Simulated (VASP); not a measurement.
Input of a VASP 6.6.1 run:

INCAR

```
SYSTEM = FeSi2
ALGO = Normal
EDIFF = 1E-6
EDIFFG = -0.01
ENCUT = 600
IBRION = 2
ISIF = 3
ISMEAR = 1
LASPH = .True.
LCHARG = .False.
LMIXTAU = .True.
LREAL = .False.
LWAVE = .False.
METAGGA = R2SCAN
NELM = 80
NSW = 90
PREC = Accurate
SIGMA = 0.1
```

KPOINTS

```
k-points
0
Gamma
  14 14 8
  0 0 0
```

POSCAR

```
FeSi2
1.0
    2.6840000000      0.0000000000      0.0000000000
    0.0000000000      2.6840000000      0.0000000000
    0.0000000000      0.0000000000      5.1280000000
Fe Si
1 2
Direct
    0.0000000000      0.0000000000      0.0000000000
    0.5000000000      0.5000000000      0.2700000000
    0.5000000000      0.5000000000      0.7300000000
```

Potentials or basis: VASP PAW PBE potentials, release 64 (Fe, Si).

Command:

```sh
$ cat potpaw_PBE.64/Fe/POTCAR potpaw_PBE.64/Si/POTCAR > POTCAR
$ mpirun -np 1 vasp_std > vasp.out
```

Predict the relaxed volume.

12.23 Å³/atom.

Estimate the relaxed cell.

a = 2.682 Å, b = 2.682 Å, c = 5.103 Å, α = 90.00°, β = 90.00°, γ = 90.00°.

Final structure:
```cif
data_structure
_symmetry_space_group_name_H-M 'P 1'
_symmetry_Int_Tables_number 1
_cell_length_a 2.6815
_cell_length_b 2.6815
_cell_length_c 5.1030
_cell_angle_alpha 90.000
_cell_angle_beta 90.000
_cell_angle_gamma 90.000
_cell_volume 36.69
loop_
_atom_site_label
_atom_site_type_symbol
_atom_site_fract_x
_atom_site_fract_y
_atom_site_fract_z
_atom_site_occupancy
Fe1 Fe 0.00000 0.00000 0.00000 1
Si1 Si 0.50000 0.50000 0.27141 1
Si2 Si 0.50000 0.50000 0.72859 1
```

Caveat: the PAW data sets were made with another functional, which shifts forces and pressure a little. Spin polarisation is off, so any magnetic state and its effect on volume and gap are missing.
